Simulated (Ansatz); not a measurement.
PbS (Galena):

```
Pb S
1.0
     0.00000    2.96575    2.96575
     2.96575    0.00000    2.96575
     2.96575    2.96575    0.00000
Pb S
1 1
Direct
  0.00000 0.00000 0.00000
  0.50000 0.50000 0.50000
```

A run of Ansatz 0.2.0 on this cell left the log below. Logs are shortened: lines on timing, memory, paths and dates and some standing lists are left out, and cuts for length are marked.

```text
Warning: RAYON_NUM_THREADS=2 ignored (pool sized by the plan → 2); use --threads N
Engine: ansatz 0.2.0, aarch64-unknown-linux-gnu
Pseudopotentials: kind: paw
Pseudopotential: Pb, paw, valence charge 14, recommended cutoff 420 eV (normal), Pb.paw.azcp
Pseudopotential: S, paw, valence charge 6, recommended cutoff 420 eV (normal), S.paw.azcp
Functional definition: PBE0
  parameter a = 0.25
  parameter kappa = 0.804
  parameter beta = 0.06672455060314922
  exchange = (1 - a)*pbe_x(kappa = kappa, mu = beta*pi^2/3) + a*exact_x
  correlation = pbe_c(beta = beta)
Crystal: 2 atoms, lattice volume = 52.172 Å³
Basis set: ecut = 420 eV, 965 PW (Γ), exchange–correlation on 60×60×60 points (8 copies of the dense FFT grid, shifted against one another)
Bands: 14, of which v1, the nominal top of the filled ones, is band 10 counted from 1 (9 counted from 0)
Symmetry: 48 space group operations
Space group: Fm-3m (ITA 225), of the structure as read, at distance tolerance 3.7e-5 Å
k-points: 8 of 64
Non-local potential: Pb, projectors of the file, l = 0: 2, l = 1: 2, l = 2: 2, l = 3: 2
Non-local potential: S, projectors of the file, l = 0: 2, l = 1: 2, l = 2: 2
PAW form: soft (Blöchl's): semilocal exchange-correlation on the pseudo side does not see the compensation charge
PAW frozen core: Pb, regenerated for the run's functional, and the local potential with it (the file was generated under x = pbe(κ = 0.804, μ = 0.2195149727645171), c = pbe(β = 0.06672455060314922))
PAW frozen core: S, regenerated for the run's functional, and the local potential with it (the file was generated under x = pbe(κ = 0.804, μ = 0.2195149727645171), c = pbe(β = 0.06672455060314922))
PAW one-centre angular grid: Pb, 590 points (default); XC on 64 Gauss nodes
PAW one-centre angular grid: S, 110 points (default); XC on 64 Gauss nodes
Initial density: superposition of atomic densities (neutral atoms: chi_scale 0, normalization atom), corrected by the library's trained network
Initial wavefunctions: pseudopotential atomic-orbital guess
Functional: x = pbe(κ = 0.804, μ = 0.2195149727645171), c = pbe(β = 0.06672455060314922), warm-up for x = 0.75 pbe(κ = 0.804, μ = 0.2195149727645171) + 0.25 exact, c = pbe(β = 0.06672455060314922)
SCF iter   1: F=—  HF=-12809.543188 eV  |F-HF|=—  |Δ(HF+E_count)|=         —  Δρ=8.05e-4  dr2=2.10e-4  ethr=1.77e-3  ⟨swp⟩=9.8  Hψ=503  notcnv=0
preconditioner: auto → none  [insulator: Δε(μ)=0.359 eV  Ē_g=15.515 eV  σ=0.050 eV  W_gap=0.95  n_scr=14 (ndim 8)  ℏωp=23.0 eV  f_vac=0.000  D(μ)=0.13/eV (n_scr^D=0)]
SCF iter   2: F=—  HF=-12809.543586 eV  |F-HF|=—  |Δ(HF+E_count)|=   3.98e-4  Δρ=3.57e-4  dr2=4.09e-5  ethr=1.05e-6  ⟨swp⟩=4.6  Hψ=384  notcnv=0  defer=2
SCF iter   3: F=-12809.543626 eV  HF=-12809.543624 eV  |F-HF|=1.45e-6  |Δ(HF+E_count)|=   3.82e-5  Δρ=1.07e-4  dr2=5.47e-6  ethr=2.05e-7  ⟨swp⟩=3.1  Hψ=212  notcnv=0  defer=1
[... 129 lines left out ...]
Internal energy: -12810.819026 eV  (E = F + TS)
E sigma→0 (E₀):  -12810.819026 eV
Entropy (-TS):   -0.000000 eV (-0.000 meV/atom)
Fermi energy:    8.241085 eV
--- Per-component energies (eV) ---
  E_band       = -98.541779
  E_kinetic    = 392.288868
  E_local      = -1236.842470  (includes V_loc(G=0)·N_el)
  E_nonlocal   = 378.426257
  E_hartree    = 481.514140
  E_xc         = -244.774268
  E_vxc        = -170.133522  (∫ρ·V_xc dr)
  E_exx        = -50.704142  (= α·E_x^exact, valence–valence)
  E_paw        = -11028.393832  (= ΣΔE_a)
  E_vpaw       = -323.900948  (= ΣTr[D̂ρ^β])
  E_aug_tail   = 0.000049  (compensation charges beyond the density's cutoff)
  E_ewald      = -1502.614202
  E_core_change = 0.280574  (= ΣΔE_core)
  E_smearing   = -0.000000  (= −TS)
  E_closure    = -0.000000  (closes the sum)
  Σ components = -12810.819026   (vs F -12810.819026, Δ=-1.82e-12)
--- Forces (eV/Å), atoms counted from 1 ---
  atom   1  Pb    -0.00000000     0.00000000     0.00000000
  atom   2  S      0.00000000    -0.00000000     0.00000000
  max |Σ_I F_I| component: 1.76e-30 eV/Å
--- Stress (GPa, compression-positive) ---
       -0.027110      -0.000000      -0.000000
       -0.000000      -0.027110      -0.000000
       -0.000000       0.000000      -0.027110
  P = ⅓ Tr σ = -0.0271 GPa (-0.271 kbar)
--- Band table (eV; the first three rows and the last of 8) ---
  k-point 0: bands = ["-11.1625", "-11.1625", "-11.1625", "-11.1610", "-11.1610", "-7.5318", "0.9833", "5.0181", "5.0181", "5.0181", "14.1868", "14.1868"]
  k-point 1: bands = ["-11.1778", "-11.1778", "-11.1611", "-11.1415", "-11.1415", "-7.0106", "-0.6291", "5.1986", "5.1986", "6.2531", "11.0618", "12.0205"]
  k-point 2: bands = ["-11.1943", "-11.1943", "-11.1606", "-11.1208", "-11.1208", "-6.2637", "-2.1248", "5.4340", "5.4340", "7.4926", "8.9896", "10.6859"]
  k-point 7: bands = ["-11.2719", "-11.1634", "-11.1477", "-11.1477", "-11.1071", "-5.7804", "-1.0898", "2.5743", "2.5743", "6.3234", "10.9239", "13.6068"]
  guard bands above this table: 2 of the run's 14 bands. The solve was not asked for them (output.publish_guard_bands: true or output.eigenvalues: true publishes all)
--- Relaxed structure (3 steps of the walk, 3 accepted, 1 SCFs on fresh bases) ---
  F+E_penalty+E_count = -12810.81902601 eV   max|allowed force component| = 9.861e-31 eV/Å   (the final SCF, on the basis selected at the relaxed cell)
  cell:  # Å, volume = 53.2985 Å³
    - [1.1464587074015077e-34, 2.986952170894286, 2.986952170894286]
    - [2.986952170894286, 1.019074406579118e-34, 2.986952170894286]
    - [2.986952170894286, 2.986952170894286, 3.8215290246716924e-35]
  atoms:
    - { symbol: Pb, position: [-2.5366817315193657e-36, 2.705793846954117e-36, 8.79383000260776e-36] }
    - { symbol: S, position: [0.5, 0.5, 0.5] }
```

Task: What input gives this log?

Result: Relaxation of cell and atoms with PBE0, no spin polarisation. The files as run (others can give the same):

input.yaml
```yaml
crystal:
  lattice:
    - [0.0, 2.96575, 2.96575]
    - [2.96575, 0.0, 2.96575]
    - [2.96575, 2.96575, 0.0]
  atoms:
    - { symbol: Pb, position: [0.0, 0.0, 0.0] }
    - { symbol: S, position: [0.5, 0.5, 0.5] }
hamiltonian:
  xc: pbe0
  pseudopotentials: { kind: paw }
kpoints:
  mp_grid: { grid: [4, 4, 4] }
scf:
  occupations: { method: fermi_dirac, width: 0.05 }
output:
  forces: true
  stress: true
relax:
  f_tol: 0.01
  max_steps: 40
  cell: { stress_tol: 0.05 }
```

Potentials or basis: Ansatz PAW.
Command:
```sh
$ ansatz run input.yaml --threads 2 --pin off --max-ram 5632MiB --backend cpu --events-out ev --progress --plain --runs-dir out
```

Caveat: the k mesh is coarse (spacing up to 0.46 Å⁻¹), so the values aren't converged, least of all with exact exchange; the plane-wave basis is chosen anew once the cell has moved, so the energies of steps on either side of that aren't comparable; spin-orbit coupling is left out, which as a rule narrows the gap of such compounds by several tenths of an eV; the PAW data sets come from PBE, with cores solved anew for the run's functional, which leaves a small shift of forces and pressure.
